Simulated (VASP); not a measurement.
# MnO: relaxation of cell and atoms with PBEsol+U

The system is MnO.

```
CELL_PARAMETERS angstrom
3.37170 0.00000 0.00000
-3.37170 5.83996 0.00000
0.00000 0.00000 5.38550
ATOMIC_POSITIONS crystal
Mn 0.33224 0.33572 0.01338
Mn 0.67456 0.16704 0.51142
Mn 0.33049 0.83542 0.00897
Mn 0.66578 0.66448 0.51346
O 0.33386 0.33359 0.37481
O 0.67062 0.16836 0.87667
O 0.33445 0.83285 0.37590
O 0.66348 0.66439 0.87762
```

The cell isn't the ideal one: atoms moved at random, drawn with an rms of 0.02 Å.

* Program: VASP 6.6.1
* Task: relaxation of cell and atoms
* Functional: PBEsol
* Potentials or basis: VASP PAW PBE potentials, release 64 (Mn_pv, O)
* Cutoff: 520 eV
* k mesh: 8 × 4 × 4
* Occupations: gaussian, width 0.05 eV
* Spin: collinear spin, ferromagnetic start
* Starting moments: [5.0, 5.0, 5.0, 5.0, 0.0, 0.0, 0.0, 0.0] μB
* Hubbard terms: Mn d U = 4 eV
* Further INCAR settings: ALGO = Normal; EDIFF = 1e-06; ISYM = 0; IBRION = 2; EDIFFG = -0.02; NSW = 70; ISIF = 3

The relaxed volume is 13.73 Å³/atom and the relaxed cell is a = 3.450 Å, b = 6.900 Å, c = 5.329 Å, α = 89.99°, β = 90.00°, γ = 120.03°. The space group after relaxing (to 0.05 Å) is P6_3mc (No. 186). The energy gained by relaxing is 30.2 meV/atom. The ionic steps are 17, the pressure after relaxing is 0.0 GPa and the largest force after relaxing is 0.015 eV/Å. The band gap on the k mesh is 0.00 eV and the net moment is 20.00 μB per cell. The site moments are Mn +4.59; O +0.10 μB and the valence electrons inside the program's atomic spheres are Mn 11.39; O 4.99.

Forces in eV/Å, atoms in the order of the input:
```
Mn   0.000  0.004 -0.004
Mn  -0.002  0.005 -0.006
Mn   0.006 -0.004 -0.005
Mn  -0.009  0.004 -0.002
O   -0.007  0.001  0.013
O    0.004 -0.005 -0.003
O    0.006 -0.003  0.002
O    0.003 -0.002  0.006
```

The path:
```csv
step,energy change (eV),largest force (eV/Å),pressure (GPa),volume (Å³)
1,0.0000,1.0660,5.77,106.04
2,-0.1410,0.2030,-3.22,113.48
3,-0.2028,0.1710,-0.40,110.56
4,-0.2028,0.1815,-0.31,110.47
5,-0.2122,0.1154,0.00,110.15
6,-0.2180,0.1981,1.03,109.27
7,-0.2194,0.1422,0.78,109.53
8,-0.2254,0.1256,0.39,109.85
9,-0.2327,0.1360,-0.65,110.72
10,-0.2377,0.0933,-0.36,110.31
11,-0.2398,0.0865,0.05,109.87
12,-0.2399,0.0895,0.18,109.79
13,-0.2413,0.0446,0.08,109.84
14,-0.2415,0.0434,0.03,109.86
15,-0.2418,0.0203,-0.05,109.91
16,-0.2418,0.0206,-0.09,109.95
17,-0.2419,0.0151,0.02,109.83
```

Final structure:
```
Mn O
1.0
     3.45025   -0.00076   -0.00007
    -3.45157    5.97442    0.00051
     0.00000    0.00016    5.32878
Mn O
4 4
Cartesian
  0.0007 1.9937 5.3165
  1.7303 0.9954 2.6529
  -1.7287 4.9812 5.3173
  0.0017 3.9822 2.6520
  0.0056 1.9909 2.0791
  1.7253 0.9986 4.7454
  -1.7241 4.9788 2.0809
  -0.0036 3.9857 4.7443
```

Levels at points of the mesh, in eV from the valence-band top:
Spin up:
| k point | band 45 | band 46 | band 47 | band 48 | band 49 | band 50 | band 51 | band 52 |
| --- | --- | --- | --- | --- | --- | --- | --- | --- |
| (0.00, 0.00, 0.00) | -0.77 | -0.73 | -0.39 | 0.00 | 0.00 | 4.27 | 4.58 | 4.87 |
| (0.50, 0.00, 0.00) | -1.10 | -1.10 | -1.07 | -1.07 | 4.57 | 4.58 | 4.87 | 4.87 |
| (0.00, 0.50, 0.00) | -0.73 | -0.73 | -0.47 | -0.47 | 1.62 | 1.62 | 6.04 | 6.05 |
| (0.50, 0.50, 0.00) | -1.38 | -1.37 | -1.17 | -1.17 | 4.18 | 4.18 | 6.49 | 6.49 |
| (0.00, 0.00, 0.50) | -0.39 | -0.39 | -0.39 | -0.38 | 1.92 | 1.93 | 4.35 | 4.35 |
| (0.50, 0.00, 0.50) | -1.26 | -1.26 | -1.26 | -1.26 | 4.35 | 4.35 | 4.35 | 4.35 |
| (0.00, 0.50, 0.50) | -0.94 | -0.93 | -0.93 | -0.93 | 3.04 | 3.04 | 3.04 | 3.04 |
| (0.50, 0.50, 0.50) | -1.24 | -1.24 | -1.23 | -1.23 | 4.81 | 4.82 | 4.82 | 4.82 |
Spin down:
| k point | band 24 | band 25 | band 26 | band 27 | band 28 | band 29 | band 30 | band 31 | band 32 | band 33 |
| --- | --- | --- | --- | --- | --- | --- | --- | --- | --- | --- |
| (0.00, 0.00, 0.00) | -3.69 | -3.69 | -3.53 | -3.49 | -3.32 | 0.54 | 2.25 | 2.93 | 3.21 | 3.54 |
| (0.50, 0.00, 0.00) | -3.73 | -3.54 | -3.53 | -3.49 | -3.49 | 2.25 | 2.26 | 2.93 | 2.93 | 3.21 |
| (0.00, 0.50, 0.00) | -3.75 | -3.56 | -3.56 | -3.35 | -3.35 | 2.33 | 2.33 | 2.65 | 2.65 | 3.38 |
| (0.50, 0.50, 0.00) | -4.04 | -3.81 | -3.81 | -3.50 | -3.50 | 2.48 | 2.48 | 2.65 | 2.65 | 3.02 |
| (0.00, 0.00, 0.50) | -3.71 | -3.62 | -3.62 | -3.59 | -3.59 | 2.68 | 2.68 | 2.85 | 2.85 | 3.96 |
| (0.50, 0.00, 0.50) | -3.62 | -3.59 | -3.59 | -3.59 | -3.59 | 2.85 | 2.85 | 2.85 | 2.85 | 3.96 |
| (0.00, 0.50, 0.50) | -3.71 | -3.67 | -3.67 | -3.67 | -3.67 | 3.18 | 3.18 | 3.18 | 3.18 | 4.04 |
| (0.50, 0.50, 0.50) | -4.11 | -3.39 | -3.39 | -3.39 | -3.39 | 2.76 | 2.76 | 2.76 | 2.76 | 3.80 |

Eigenvalues of the final occupation matrices:
| site | spin | trace | eigenvalues |
| --- | --- | --- | --- |
| site 1 d | 1 | 4.74 | 0.94 0.94 0.95 0.95 0.95 |
| site 1 d | 2 | 0.22 | 0.02 0.02 0.06 0.06 0.06 |
| site 2 d | 1 | 4.74 | 0.94 0.94 0.95 0.95 0.95 |
| site 2 d | 2 | 0.22 | 0.02 0.02 0.06 0.06 0.06 |
| site 3 d | 1 | 4.74 | 0.94 0.94 0.95 0.95 0.95 |
| site 3 d | 2 | 0.22 | 0.02 0.02 0.06 0.06 0.06 |
| site 4 d | 1 | 4.74 | 0.94 0.94 0.95 0.95 0.95 |
| site 4 d | 2 | 0.22 | 0.02 0.02 0.06 0.06 0.06 |

Run time: 2.3 h on 1 thread of Intel(R) Xeon(R) Platinum 8259CL CPU @ 2.50GHz (Skylake/Cascade Lake), on a shared host, peak memory 0.64 GiB.

Caveat: the PAW data sets were made with another functional, which shifts forces and pressure a little; only a ferromagnetic start was run, and an antiferromagnetic order may lie lower in energy. Zero-point motion and thermal expansion aren't in these numbers.
